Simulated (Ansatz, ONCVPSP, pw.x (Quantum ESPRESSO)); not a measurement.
**Equation-of-state test of one ONCV potential (carbon (C))**

- Element: carbon
- Generator: ONCVPSP 4.0.1.1 (patched build)
- Type: optimised norm-conserving Vanderbilt (ONCV)
- Functional: PBE
- Relativity: scalar-relativistic
- Frozen core: [He]
- Valence charge: 4
- Reference configuration: 2s2 2p2
- Partial waves: 2s: rc 1.05 bohr, ncon 3, nbas 8, qcut 6.2 1/bohr, local; 2p: rc 2.90 bohr, ncon 4, nbas 8, qcut 4.2 1/bohr, 1 projector
- Local potential: the s channel
- Core correction: polynomial model core, fcfact 0.35

Crystal test: diamond C in pw.x 7.5, no spin, 13³ k-points, Fermi–Dirac smearing 0.01 Ry, cutoffs 165/660 Ry. The reference is all-electron LAPW (Ansatz 0.2.0) with the same functional, mesh and smearing; V0 and B0 come from Birch–Murnaghan fits to the pressures at five volumes. Errors are pseudo minus all-electron; Δ is the rms difference of the E(V) curves that follow from these fits, minima aligned, over ±6 % about the mean V0. Mesh and smearing are coarse, so the numbers serve the comparison and aren't converged zero-temperature values; the lattice is a test structure that the element need not adopt.

```tsv
V (Å³/atom)	P all-electron (GPa)	P pseudo (GPa)
5.386	26.82	-178.05
5.527	13.67	-178.00
5.669	1.97	-177.17
5.811	-8.43	-175.71
5.952	-17.68	-173.77
```

All-electron: a0 = 3.572 Å (V0 = 5.69 Å³/atom), B0 = 433.5 GPa.

Pseudopotential: converged, but broken (pressure over 100 GPa off). The pressure does not cross zero within the volumes sampled, so no fit is given. The largest radius (2.90 bohr) exceeds half the bond length (1.46 bohr), so the spheres overlap, which is one possible source of error among others. The pseudo pressure rises with volume over the whole range, a mechanical instability. A pressure error of this size marks a broken potential; the numbers have no physical meaning.

**Question.** At the middle volume, how do free energy and pressure move when the wave cutoff is lowered (ecutrho kept at four times it)?

**Answer.**

```csv
cutoff (Ry),shift of F (meV/atom),shift of P (GPa)
74,+3.5,+0.04
99,+2.6,-0.05
132,+0.5,-0.15
```

Input at the middle volume:

```
&control
  calculation='scf', prefix='x', pseudo_dir='./', outdir='./tmp', tstress=.true., disk_io='none'
/
&system
  ibrav=0, nat=2, ntyp=1, ecutwfc=165, ecutrho=660, nbnd=11,
  occupations='smearing', smearing='fd', degauss=0.01
/
&electrons
  conv_thr=1e-09, mixing_beta=0.4, electron_maxstep=70
/
ATOMIC_SPECIES
C 1.0 C.UPF
CELL_PARAMETERS angstrom
  0.00000000 1.78307175 1.78307175
  1.78307175 0.00000000 1.78307175
  1.78307175 1.78307175 0.00000000
ATOMIC_POSITIONS crystal
C 0.0000 0.0000 0.0000
C 0.2500 0.2500 0.2500
K_POINTS automatic
13 13 13 0 0 0
```

```bash
pw.x < C.scf.in > C.scf.out
```

Lines of the output:

```
Message from routine setup:
     using ibrav=0 with symmetry is DISCOURAGED, use correct ibrav instead
     lattice parameter (alat)  =       4.7652  a.u.
     unit-cell volume          =      76.5126 (a.u.)^3
     number of electrons       =         8.00
     number of Kohn-Sham states=           11
     kinetic-energy cutoff     =     165.0000  Ry
     charge density cutoff     =     660.0000  Ry
     scf convergence threshold =      1.0E-09
     Exchange-correlation= PBE
     number of k points=    84  Fermi-Dirac smearing, width (Ry)=  0.0100
     iteration #  1     ecut=   165.00 Ry     beta= 0.40
     total energy              =     -24.27651561 Ry
     estimated scf accuracy    <       0.13033279 Ry
     iteration #  2     ecut=   165.00 Ry     beta= 0.40
     total energy              =     -24.26775686 Ry
     estimated scf accuracy    <       0.03842880 Ry
     iteration #  3     ecut=   165.00 Ry     beta= 0.40
     total energy              =     -24.26941871 Ry
     estimated scf accuracy    <       0.00021770 Ry
     iteration #  4     ecut=   165.00 Ry     beta= 0.40
     total energy              =     -24.26943238 Ry
     estimated scf accuracy    <       0.00000579 Ry
     iteration #  5     ecut=   165.00 Ry     beta= 0.40
     total energy              =     -24.26943332 Ry
     estimated scf accuracy    <       0.00000037 Ry
     iteration #  6     ecut=   165.00 Ry     beta= 0.40
     total energy              =     -24.26943334 Ry
     estimated scf accuracy    <       0.00000006 Ry
     iteration #  7     ecut=   165.00 Ry     beta= 0.40
     the Fermi energy is    15.3517 ev
!    total energy              =     -24.26943335 Ry
     estimated scf accuracy    <          2.6E-10 Ry
     smearing contrib. (-TS)   =      -0.00000000 Ry
     The total energy is F=E-TS. E is the sum of the following terms:
     one-electron contribution =       8.58209906 Ry
     hartree contribution      =       1.64568682 Ry
     xc contribution           =      -8.91825291 Ry
     ewald contribution        =     -25.57896632 Ry
     convergence has been achieved in   7 iterations
          total   stress  (Ry/bohr**3)                   (kbar)     P=    -1771.65
     Message from routine punch:
     Nothing written, as per user request (disk_io='none')
```

The run at the middle volume (84 k-points, 7 iterations) took about 19 s on one core of a shared host (Neoverse-V2, 192 threads, 1485 GiB, load 33).
